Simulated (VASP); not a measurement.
MgO, 2 atoms in the cell. It takes space group Fm-3m (No. 225, cubic). Conventional cell: a = 4.208 Å, b = 4.208 Å, c = 4.208 Å, α = 90.00°, β = 90.00°, γ = 90.00°. Around Mg (site symmetry m-3m) lie 6 O at 2.10 Å. O (site symmetry m-3m) is surrounded by 6 Mg at 2.10 Å. 

* Program: VASP 6.6.1
* Task: band structure
* Functional: r2SCAN
* Potentials or basis: VASP PAW PBE potentials, release 64 (Mg, O)
* Cutoff: 520 eV
* k mesh: 10 × 10 × 10
* Occupations: gaussian, width 0.02 eV
* Spin: no spin polarisation
* Further INCAR settings: ALGO = Normal; EDIFF = 1e-06

Potentials or basis: VASP PAW PBE potentials, release 64 (Mg, O).

The run is started by

```bash
$ cat potpaw_PBE.64/Mg/POTCAR potpaw_PBE.64/O/POTCAR > POTCAR
$ mpirun -np 1 vasp_std > vasp.out
```

Hardware: 1 thread of Intel(R) Xeon(R) Platinum 8375C CPU @ 2.90GHz (Ice Lake), on a shared host.

Problem. Estimate the wall time of this run.

Solution. It took 34 s on 1 thread of Intel(R) Xeon(R) Platinum 8375C CPU @ 2.90GHz (Ice Lake), with other jobs on the host, peak memory 0.15 GiB. Counts: scf iterations 36, k points 47.
